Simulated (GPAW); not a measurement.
The system is HfO2.

```
CELL_PARAMETERS angstrom
0.00000 -2.55750 -2.55750
0.00000 2.55750 -2.55750
5.11500 0.00000 0.00000
ATOMIC_POSITIONS crystal
Hf 0.55279 0.49378 0.49787
Hf 0.94721 0.00622 0.00213
O 0.07119 0.47513 0.74318
O 0.42881 0.02487 0.25682
O 0.04951 0.50865 0.25948
O 0.45049 0.99135 0.74052
```

The cell isn't the ideal one: a zone-boundary wave of random shape, sigma 0.15 Å.

Base run:

* Program: GPAW 26.7.0
* Functional: LDA
* Potentials or basis: the program's PAW data sets (release 1.2.1) made for this functional
* Cutoff: 650 eV
* Basis: pw
* k mesh: 5 × 5 × 4
* Occupations: fermi-dirac, width 0.05 eV
* Spin: no spin polarisation

Its results: band gap on the k mesh 2.20 eV, indirect (least direct gap 2.51 eV).

Task: The run is repeated on the same cell with these changes: occupations from fermi-dirac, width 0.05 eV to fermi-dirac, width 0.001 eV; hubbard terms from none to Hf d U = 8.0 eV. What comes out?

Result: Band gap on the k mesh 3.80 eV, indirect (least direct gap 3.83 eV).

Caveats: some runs use coarse meshes; spin-orbit coupling is left out, which moves the levels of the heavy elements; an odd mesh through Γ misses points on the zone boundary, where band edges often lie; the long-wavelength limit can be off by several per cent where d states take part (some runs); response on these states lacks terms of the Hamiltonian (some runs).
